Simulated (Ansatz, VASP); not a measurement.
**Two plane-wave programs on C**

File INCAR:

```
SYSTEM = C
PREC = Accurate
ENCUT = 520
EDIFF = 1E-6
ISMEAR = 0
SIGMA = 0.1
LREAL = .FALSE.
LASPH = .TRUE.
NELM = 150
ALGO = Normal
ISIF = 2
LWAVE = .FALSE.
LCHARG = .FALSE.
ISPIN = 2
MAGMOM = 1 1 1
LORBIT = 11
GGA = PE
NBANDS = 17
```

The input KPOINTS:

```
Automatic mesh
0
G
  8 8 8
  0 0 0
```

File POSCAR:

```
C
1.0
   -1.4759219400      1.4759219400      1.8309310400
    1.4759219400     -1.4759219400      1.8309310400
    1.4759219400      1.4759219400     -1.8309310400
C
3
Direct
    0.5000000000      0.0000000000      0.5000000000
    0.0000000000      0.5000000000      0.5000000000
    0.0000000000      0.0000000000      0.0000000000
```

Input for Ansatz:

```yaml
crystal:
  lattice:
    - [-1.47592194, 1.47592194, 1.83093104]
    - [1.47592194, -1.47592194, 1.83093104]
    - [1.47592194, 1.47592194, -1.83093104]
  atoms:
    - { symbol: C, position: [0.5, 0.0, 0.5], spin: 1.0 }
    - { symbol: C, position: [0.0, 0.5, 0.5], spin: 1.0 }
    - { symbol: C, position: [0.0, 0.0, 0.0], spin: 1.0 }
basis:
  ecutwfc: 420
kpoints:
  mp_grid: { grid: [8, 8, 8] }
hamiltonian:
  xc: pbe
scf:
  occupations: { method: gaussian, width: 0.1 }
  lower_state_search: "off"
output:
  forces: true
  stress: true
  eigenvalues: true
  populations: true
magnetization:
  spin_polarized: true
```

Alike in both runs: task single point; functional PBE; k mesh 8 × 8 × 8; occupations gaussian, width 0.1 eV; collinear spin.

|  | VASP | Ansatz |
| --- | --- | --- |
| version | VASP 6.6.1 | Ansatz 0.2.0 |
| potentials or method | VASP PAW PBE potentials, release 64 (C) | scalar-relativistic, plane waves, PAW |
| plane-wave cutoff (eV) | 520 | 420 |
| valence electrons in the cell | 12 | 12 |

|  | VASP | Ansatz | Ansatz less VASP |
| --- | --- | --- | --- |
| gap on the k mesh at the Fermi level (eV) | none | none | - |
| net moment per atom (μB) | 0.00 | 0.00 | 0.000 |

A gap of «none» marks a metal or a gap that the smearing closes. Ansatz warned: «seeded_moment_not_kept».

Caveats: the k mesh is coarse (spacing up to 0.38 Å⁻¹), so the values aren't converged.
